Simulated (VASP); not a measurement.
# AgCl (Chlorargyrite) (Fm-3m) in VASP: a series of runs, part 2 of 2

VASP 6.6.1. Earlier steps stand in the parts before.

**4. EvGW0 quasiparticle levels, PBE**

POSCAR

```
AgCl
1.0
    0.0000000000      2.7350000000      2.7350000000
    2.7350000000      0.0000000000      2.7350000000
    2.7350000000      2.7350000000      0.0000000000
Ag Cl
1 1
Direct
    0.0000000000      0.0000000000      0.0000000000
    0.5000000000      0.5000000000      0.5000000000
```

INCAR.step1

```
  PREC = Accurate
  ENCUT = 500
  EDIFF = 1E-8
  ISMEAR = 0
  SIGMA = 0.01
  LREAL = False
  LASPH = True
  NELM = 80
  ALGO = Normal
  LWAVE = True
  LCHARG = False
  GGA = PE
  KPAR = 4
```

INCAR.step2

```
  PREC = Accurate
  ENCUT = 500
  EDIFF = 1E-8
  ISMEAR = 0
  SIGMA = 0.01
  LREAL = False
  LASPH = True
  NELM = 1
  ALGO = Exact
  LWAVE = True
  LCHARG = False
  GGA = PE
  NBANDS = 271
  LOPTICS = True
  ISTART = 1
  KPAR = 4
```

INCAR.step3

```
  PREC = Accurate
  ENCUT = 500
  EDIFF = 1E-8
  ISMEAR = 0
  SIGMA = 0.01
  LREAL = False
  LASPH = True
  ALGO = EVGW0
  LWAVE = False
  LCHARG = False
  GGA = PE
  NELMGW = 4
  NBANDS = 271
  ENCUTGW = 200
  NOMEGA = 50
  PRECFOCK = Fast
  ISTART = 1
  NBANDSGW = 17
  KPAR = 4
```

KPOINTS

```
regular mesh
0
Gamma
  4 4 4
```

Potentials or basis: VASP PAW PBE potentials, release 64 (Ag_GW, Cl_GW).

On the command line:

```console
> cat potpaw_PBE.64/Ag_GW/POTCAR potpaw_PBE.64/Cl_GW/POTCAR > POTCAR
> cp INCAR.step1 INCAR
> mpirun -np 4 vasp_std > vasp.out
> cp INCAR.step2 INCAR
> mpirun -np 4 vasp_std > vasp.out
> cp INCAR.step3 INCAR
> mpirun -np 4 vasp_std > vasp.out
```

OUTCAR:

```text
PREC = Accurate
   ENCUT = 500
   EDIFF = 1E-8
   ISMEAR = 0
   LREAL = False
   LASPH = True
   GGA = PE
   NELMGW = 4
   ENCUTGW = 200
   PRECFOCK = Fast
   ISTART = 1

 ion  position               nearest neighbor table
   1  0.000  0.000  0.000-   2 2.73   2 2.73   2 2.73   2 2.73   2 2.73   2 2.73
   2  0.500  0.500  0.500-   1 2.73   1 2.73   1 2.73   1 2.73   1 2.73   1 2.73

  LATTYP: Found a face centered cubic cell.
 ALAT       =     5.4700000000

  Lattice vectors:

 A1 = (   0.0000000000,   2.7350000000,   2.7350000000)
 A2 = (   2.7350000000,   0.0000000000,   2.7350000000)
 A3 = (   2.7350000000,   2.7350000000,   0.0000000000)

Analysis of symmetry for initial positions (statically):
=====================================================================
 Subroutine PRICEL returns:
 Original cell was already a primitive cell.

 Routine SETGRP: Setting up the symmetry group for a
 face centered cubic supercell.

 Subroutine GETGRP returns: Found 48 space group operations
 (whereof 48 operations were pure point group operations)
 out of a pool of 48 trial point group operations.

The static configuration has the point symmetry O_h .

Analysis of symmetry for dynamics (positions and initial velocities):
=====================================================================
 Subroutine PRICEL returns:
 Original cell was already a primitive cell.

 Routine SETGRP: Setting up the symmetry group for a
 face centered cubic supercell.

 Subroutine GETGRP returns: Found 48 space group operations
 (whereof 48 operations were pure point group operations)
 out of a pool of 48 trial point group operations.

The dynamic configuration has the point symmetry O_h .

 Subroutine INISYM returns: Found 48 space group operations
 (whereof 48 operations are pure point group operations),
 and found     1 'primitive' translations

----------------------------------------------------------------------------------------

                                     Primitive cell

  volume of cell :      40.9168

  direct lattice vectors                    reciprocal lattice vectors
     0.000000000  2.735000000  2.735000000    -0.182815356  0.182815356  0.182815356
     2.735000000  0.000000000  2.735000000     0.182815356 -0.182815356  0.182815356
     2.735000000  2.735000000  0.000000000     0.182815356  0.182815356 -0.182815356

  length of vectors
     3.867874093  3.867874093  3.867874093     0.316645486  0.316645486  0.316645486

  position of ions in fractional coordinates (direct lattice)
     0.000000000  0.000000000  0.000000000
     0.500000000  0.500000000  0.500000000

  ion indices of the primitive-cell ions
   primitive index   ion index
                 1           1
                 2           2

----------------------------------------------------------------------------------------

 KPOINTS: regular mesh

Automatic generation of k-mesh.
 Grid dimensions read from file:
 generate k-points for:    4    4    4

 Generating k-lattice:

  Cartesian coordinates                     Fractional coordinates (reciprocal lattice)
    -0.045703839  0.045703839  0.045703839     0.250000000  0.000000000  0.000000000
     0.045703839 -0.045703839  0.045703839     0.000000000  0.250000000  0.000000000
     0.045703839  0.045703839 -0.045703839     0.000000000  0.000000000  0.250000000

  Length of vectors
     0.079161371  0.079161371  0.079161371

  Shift w.r.t. Gamma in fractional coordinates (k-lattice)
     0.000000000  0.000000000  0.000000000

 Subroutine IBZKPT returns following result:
 ===========================================

 Found      8 irreducible k-points:

 Following reciprocal coordinates:
            Coordinates               Weight
  0.000000  0.000000  0.000000      1.000000
  0.250000  0.000000  0.000000      8.000000
  0.500000  0.000000  0.000000      4.000000
  0.250000  0.250000  0.000000      6.000000
  0.500000  0.250000  0.000000     24.000000
 -0.250000  0.250000  0.000000     12.000000
  0.500000  0.500000  0.000000      3.000000
 -0.250000  0.500000  0.250000      6.000000
   k-points           NKPTS =      8   k-points in BZ     NKDIM =     64   number of bands    NBANDS=    271
   number of dos      NEDOS =    301   number of ions     NIONS =      2
   total plane-waves  NPLWV =  21952
   dimension x,y,z NGX =    28 NGY =   28 NGZ =   28
   dimension x,y,z NGXF=    56 NGYF=   56 NGZF=   56
   ions per type =               1   1
   NGX,Y,Z   is equivalent  to a cutoff of  12.03, 12.03, 12.03 a.u.
   NGXF,Y,Z  is equivalent  to a cutoff of  24.07, 24.07, 24.07 a.u.
 SYSTEM =  unknown system
   PREC   = accura    normal or accurate (medium, high low for compatibility)
   ISTART =      1    job   : 0-new  1-cont  2-samecut
   ICHARG =      0    charge: 1-file 2-atom 10-const
   ISPIN  =      1    spin polarized calculation?
   LNONCOLLINEAR =      F non collinear calculations
   LSORBIT =      F    spin-orbit coupling
   LASPH  =      T    aspherical Exc in radial PAW
   ENCUT  =  500.0 eV  36.75 Ry    6.06 a.u.   7.05  7.05  7.05*2*pi/ulx,y,z
   NELM   =     60;   NELMIN=  2; NELMDL=  0     # of ELM steps
   EDIFF  = 0.1E-07   stopping-criterion for ELM
   LREAL  =      F    real-space projection
   EDIFFG = 0.1E-06   stopping-criterion for IOM
   NSW    =      0    number of steps for IOM
   IBRION =     -1    ionic relax: 0-MD 1-quasi-New 2-CG
   NFREE  =      0    steps in history (QN), initial steepest desc. (CG)
   ISIF   =      0    stress and relaxation
   ISYM   =      3    0-nonsym 1-usesym 2-fastsym
   POTIM  = 0.5000    time-step for ionic-motion
   TEBEG  =    0.0;   TEEND  =   0.0 temperature during run
   PSTRESS=    0.0 pullay stress
   NELECT =      18.0000    total number of electrons
   NUPDOWN=      -1.0000    fix difference up-down
   EMIN   =  10.00;   EMAX   =-10.00  energy-range for DOS
   EFERMI =   0.00;   METHOD = LEGACY
   ISMEAR =     0;   SIGMA  =   0.01  broadening in eV -4-tet -1-fermi 0-gaus
   EFERMI_NEDOS =   21; number of points for ismear=-14 and -15
   IALGO  =     38    algorithm
   IMIX   =      4    mixing-type and parameters
     AMIX     =   0.40;   BMIX     =  1.00
     AMIX_MAG =   1.60;   BMIX_MAG =  1.00
  volume/ion in A,a.u.               =      20.46       138.06
  Fermi-wavevector in a.u.,A,eV,Ry     =   1.245083  2.352866 21.092186  1.550232
  Thomas-Fermi vector in A             =   2.379321
   LORBIT       =      0    0 simple, 1 ext, 2 COOP (PROOUT), +10 PAW based schemes
   GGA     = PE    functional components
   LHFCALC =     T    Hartree Fock is set to
   PRECFOCK=fast      Normal, Fast or Accurate (Low or Medium for compatibility)
   ENCUT4O =  -1.0   cutoff for four orbital integrals eV
   NKREDX  =     1    reduce k-point grid by
   NKREDY  =     1    reduce k-point grid by
   NKREDZ  =     1    reduce k-point grid by
   AEXX    =    1.0000 exact exchange contribution
   HFSCREEN=    0.0000 screening length (either q_TF or 0.3 A-1)
   HFSCREENC=   0.0000 screening length for correlation (either q_TF or 0.3 A-1)
   ENCUTFOCK=  -1.0 apply spherical cutoff to Coloumb kernel
   IVDW    =     0    specifies the selected vdW correction
   LEPSILON=     F    determine dielectric tensor
   LRPA    =     F    only Hartree local field effects (RPA)
   LRPAFORCE           =     F    calculate RPA forces
   ENCUTGW             = 200.0    cutoff for response function in eV
   ENCUTGWSOFT         = 160.0    soft cutoff for Coulomb kernel in GW response function in eV
   ENCUTLF             =  -1.0    cutoff for local field effects
   NELMGW              =     4    number of iterations in solving QP/BSE equation
   NELMHF              =     1    number of iterations in the inner HF iteration
   NKREDLFX            =     1    NKREDLFY  =   1   NKREDLFZ  =   1
 non-spin polarized calculation
 Gauss-broadening in eV      SIGMA  =   0.01
  energy-cutoff  :      500.00
  volume of cell :       40.92
 maximum number of plane-waves:      1056
  NGX = 16; NGY = 16; NGZ = 16
   NGX = 15   NGY = 15   NGZ = 15
 maximum number of plane-waves:       274

 QP shifts <psi_nk| G(iteration)W_0 |psi_nk>: iteration 1
 for sc-GW calculations column KS-energies equals QP-energies in previous step
 and V_xc(KS)=  KS-energies - (<T + V_ion + V_H > + <T+V_H+V_ion>^1  + <V_x>^1)

 k-point   1 :       0.0000    0.0000    0.0000
  band No.  KS-energies  QP-energies   sigma(KS)   V_xc(KS)     V^pw_x(r,r')   Z            occupation Imag(sigma)

      1     -11.1768     -11.8882     -15.9319     -14.8168     -24.0392       0.6380       2.0000       1.0774
      2       1.6305      -0.1382     -16.7430     -14.2891     -21.0098       0.7208       2.0000       0.2260
      3       1.6305      -0.1382     -16.7430     -14.2891     -21.0098       0.7208       2.0000       0.2260
      4       1.6305      -0.1382     -16.7430     -14.2891     -21.0098       0.7208       2.0000       0.2260
      5       1.6752      -0.0538     -16.9994     -14.5763     -21.4703       0.7135       2.0000       0.2558
      6       1.6752      -0.0538     -16.9994     -14.5763     -21.4703       0.7135       2.0000       0.2558
[... 9 lines left out ...]
     16      17.8064      18.5150     -11.6907     -12.6014      -6.2235       0.7782       0.0000      -0.3763
     17      17.8064      18.5150     -11.6907     -12.6014      -6.2235       0.7782       0.0000      -0.3763
[... 640 lines left out ...]
      1     -11.7656     -11.7982     -16.5802       4.7646     -24.4720       0.6504       2.0000       0.8801
      2      -1.9971      -2.0210     -15.3873      13.3564     -19.2034       0.7062       2.0000       0.1000
      3      -1.6793      -1.7009     -14.6043      12.8951     -17.9539       0.7221       2.0000       0.0436
      4      -1.6793      -1.7009     -14.6043      12.8951     -17.9539       0.7221       2.0000       0.0436
      5      -0.0678      -0.0921     -16.9172      16.8161     -20.9782       0.7286       2.0000       0.1920
      6      -0.0678      -0.0921     -16.9172      16.8161     -20.9782       0.7286       2.0000       0.1920
[... 9 lines left out ...]
     16      18.3370      18.3371     -10.2921      28.6293      -4.4028       0.7872       0.0000      -0.4978
     17      19.7423      19.7418     -11.3559      31.0976      -5.1859       0.7537       0.0000      -0.4585
```

Wall time 8.6 min (4 MPI ranks of AMD EPYC 7R13 (Zen 3), shared host); peak memory 0.55 GiB.

Results:

| Quantity | Value |
| --- | --- |
| Band gap on the k mesh, mean-field level | 0.90 eV, indirect (least direct gap 3.39 eV) |
| Quasiparticle gap | 2.73 eV |
| Least direct quasiparticle gap | 4.92 eV |

Quasiparticle gap after each update of the energies (eV): 2.37, 2.66, 2.72, 2.73

Caveat: the k mesh is coarse (spacing up to 0.50 Å⁻¹), so the values aren't converged; bands, screening cutoff and mesh are small and nothing is extrapolated, so the quasiparticle values aren't converged. A k mesh can miss the band edges.

**5. Comparison with measurements**

Step 2. A measured gap of AgCl is 3.249 eV (indirect; a printed reference work, data compilation); the calculated 0.90 eV misses it by -2.35 eV. So large a miss can be the level of theory's own, or it may mean another phase, state or a wrong row. Spin-orbit coupling on Ag is left out. The value is that of PBE on a finite k mesh, which can miss the band edges, without temperature or zero-point motion. Semilocal functionals fall short of measured gaps as a rule. Against the measured high-frequency dielectric constant of AgCl, 3.92 (a printed reference work, monograph), the calculated 5.19 is off by +32.5 %. So large a miss can be the level of theory's own, or it may mean another phase, state or a wrong row.

Step 3. Against the measured high-frequency dielectric constant of AgCl, 3.92 (a printed reference work, monograph), the calculated 4.95 is off by +26.3 %.
